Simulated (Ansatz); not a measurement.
# ZnSe: a sweep of the sphere radii

How much do the results for ZnSe depend on the sphere radii?

Computed with Ansatz 0.2.0 (DFT, PBE, all-electron LAPW, scalar-relativistic, unless a step's input says otherwise).

## (1) The structure to begin with

The structure is cubic, space group F-43m (No. 216). Conventional cell: a = 5.668 Å, b = 5.668 Å, c = 5.668 Å, α = 90.00°, β = 90.00°, γ = 90.00°. Zn (site symmetry -43m) is surrounded by 4 Se at 2.45 Å. Se (site symmetry -43m) has 4 Zn at 2.45 Å as nearest neighbours.

As a file:

```xyz
2
Lattice="0.0000 2.8338 2.8338 2.8338 0.0000 2.8338 2.8338 2.8338 0.0000" Properties=species:S:1:pos:R:3 pbc="T T T"
Zn    0.0000    0.0000    0.0000
Se    4.2507    4.2507    4.2507
```

The cell comes from a crystallographic database entry that wasn't checked; take it as a given geometry, which may be far from equilibrium.

Atoms are numbered in the order of the input: Zn1, Se2.

## (2) With all sphere radii typed as 0.736 Å

Contents of input.yaml:

```yaml
crystal:
  lattice:
    - [0.0, 2.8338, 2.8338]
    - [2.8338, 0.0, 2.8338]
    - [2.8338, 2.8338, 0.0]
  atoms:
    - { symbol: Zn, position: [0.0, 0.0, 0.0] }
    - { symbol: Se, position: [0.75, 0.75, 0.75] }
kpoints:
  mp_grid: { grid: [8, 8, 8] }
scf:
  occupations: { method: fermi_dirac, width: 0.03 }
hamiltonian:
  xc: pbe
  pseudopotentials:
    kind: all_electron
    lapw: { basis_error: 0.00025, muffin_tin_radii: { Zn: 0.736, Se: 0.736 } }
output:
  forces: true
  stress: true
  eigenvalues: true
```

## (3) With all sphere radii typed as 0.883 Å

input.yaml, as its differences from that of step 2:

```diff
@@ -16,3 +16,3 @@
     kind: all_electron
-    lapw: { basis_error: 0.00025, muffin_tin_radii: { Zn: 0.736, Se: 0.736 } }
+    lapw: { basis_error: 0.00025, muffin_tin_radii: { Zn: 0.883, Se: 0.883 } }
 output:
```

## (4) With all sphere radii typed as 1.031 Å

input.yaml, as its differences from that of step 3:

```diff
@@ -16,3 +16,3 @@
     kind: all_electron
-    lapw: { basis_error: 0.00025, muffin_tin_radii: { Zn: 0.883, Se: 0.883 } }
+    lapw: { basis_error: 0.00025, muffin_tin_radii: { Zn: 1.031, Se: 1.031 } }
 output:
```

(Steps that only read results are left out.)

Before running it: what results should come out? Wanted: pressure, in all runs; gap, in all runs.

The runs gave:

| quantity | value |
| --- | --- |
| largest change of energy from «all sphere radii typed as 0.736 Å» (zero smearing) | 0.0 meV/atom (all sphere radii typed as 1.031 Å) |
| pressure, in all runs (LAPW) | 2.12 GPa |
| gap, in all runs (LAPW) | 1.29 eV |

What this shows: Across the runs the energy spans 0.0 meV/atom. A complete basis would give the same answer for any radius, so the spread shows part of the basis error. The pressure spans under 0.01 GPa (LAPW).

The gaps are Kohn-Sham values of a semilocal functional, not quasiparticle or optical gaps. Such gaps usually fall short of the measured ones.
